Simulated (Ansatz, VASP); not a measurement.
One calculation of CoO, two programs

```
CELL_PARAMETERS angstrom
0.00000 2.13150 2.13150
2.13150 0.00000 2.13150
2.13150 2.13150 0.00000
ATOMIC_POSITIONS crystal
Co 0.00000 0.00000 0.00000
O 0.50000 0.50000 0.50000
```

Alike in both runs: task single point; functional LDA; k mesh 8 × 8 × 8; occupations gaussian, width 0.05 eV; collinear spin; Hubbard terms Co d U = 4.0 eV.

```csv
,VASP,Ansatz
version,VASP 6.6.1,Ansatz 0.2.0
potentials or method,"VASP PAW LDA potentials, release 64 (Co, O)","scalar-relativistic, plane waves, PAW"
plane-wave cutoff (eV),520,420
valence electrons in the cell,15,23
```

|  | VASP | Ansatz | Ansatz less VASP |
| --- | --- | --- | --- |
| gap on the k mesh at the Fermi level (eV) | none | none | - |
| pressure (GPa) | -19.2 | -23.7 | -4.46 |
| net moment per atom (μB) | 1.50 | 0.74 | -0.755 |
| size of the moment on the site where the two differ most (μB) | 2.71 | 1.55 | -1.165 |

The net moments differ so much that the two runs ended in different magnetic states, which moves the other rows too. Site moments also hang on the region over which each program counts them. The programs project onto different local orbitals, so the same U acts differently. A gap of «none» marks a metal or a gap that the smearing closes. The two sets of potentials don't hold the same shells in valence. Ansatz warned: «filled_band_counts_differ_across_k_points».

Caveats: a cell with one magnetic atom can't hold antiferromagnetic order, which such compounds often take. The state reached can hang on the start; a lower one may exist.
